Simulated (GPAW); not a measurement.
Crystal: MoSe2.

```xyz
6
Lattice="3.2880 0.0000 0.0000 -1.6440 2.8475 0.0000 0.0000 0.0000 12.9000" Properties=species:S:1:pos:R:3 pbc="T T T"
Mo    1.6440    0.9492    9.6750
Mo    0.0000    1.8983    3.2250
Se    1.6440    0.9492    4.8375
Se    0.0000    1.8983   11.2875
Se    1.6440    0.9492    1.6125
Se    0.0000    1.8983    8.0625
```

Base run:

```yaml
Program: GPAW 26.7.0
Functional: PBE
Potentials_or_basis: GPAW PAW data sets (gpaw-data 1.2.1)
Cutoff: 600 eV
Basis: pw
k_mesh: 6 × 6 × 2
Occupations: fermi-dirac, width 0.05 eV
Spin: spin-orbit coupling, no magnetisation
```

Its results: band gap on the k mesh 0.85 eV, indirect (least direct gap 1.30 eV); pressure 8.0 GPa; largest force 1.106 eV/Å.

**Question.** The run is repeated on the same cell with these changes: functional from PBE to r2SCAN; soc after scf from second variation to second variation without the xc potential. What comes out?

**Answer.** Band gap on the k mesh 0.92 eV, indirect (least direct gap 1.41 eV); pressure 6.7 GPa; largest force 0.888 eV/Å.

Caveats: spin-orbit coupling was added after a scalar SCF, so levels and gaps hold it while energy, forces, pressure and moments don't; this program's spin-orbit splittings come out too wide for heavy elements; the cell's inner coordinates are idealised or old, which leaves forces on the atoms; this functional lacks dispersion, which binds the layers, so the pressure and a relaxed spacing across them are unreliable (some runs); the PAW data sets were made with another functional, which shifts forces and pressure a little (some runs).
